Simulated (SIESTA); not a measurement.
Crystal: HfC.

```
Hf C
1.0
     0.00000    2.32500    2.32500
     2.32500    0.00000    2.32500
     2.32500    2.32500    0.00000
Hf C
1 1
Direct
  0.50000 0.50000 0.50000
  0.00000 0.00000 0.00000
```

Base run:

- Program: SIESTA 5.4.2
- Functional: vdW-DF-cx
- Potentials or basis: PseudoDojo 0.4 standard (PBE files)
- Basis: DZP (energy shift 0.003 Ry; two zetas on semicore shells)
- Grid cutoff: 800 Ry
- Energy shift: 0.003 Ry
- k mesh: 10 × 10 × 10
- Occupations: fermi-dirac, width 0.05 eV
- Spin: no spin polarisation

Its results: band gap on the k mesh none (metal or under the smearing width); pressure -1.8 GPa.

**Question.** The run is repeated on the same cell with these changes: functional from vdW-DF-cx to BLYP. What comes out?

**Answer.** Band gap on the k mesh none (metal or under the smearing width); pressure 10.4 GPa.

Caveats: short orbitals over semicore shells can move pressures by several GPa; the potentials were made for another functional, which shifts forces and pressure; spin-orbit coupling is left out, which moves the levels of the heavy elements; the basis of atomic orbitals isn't converged, which shifts pressures, moduli and gaps.
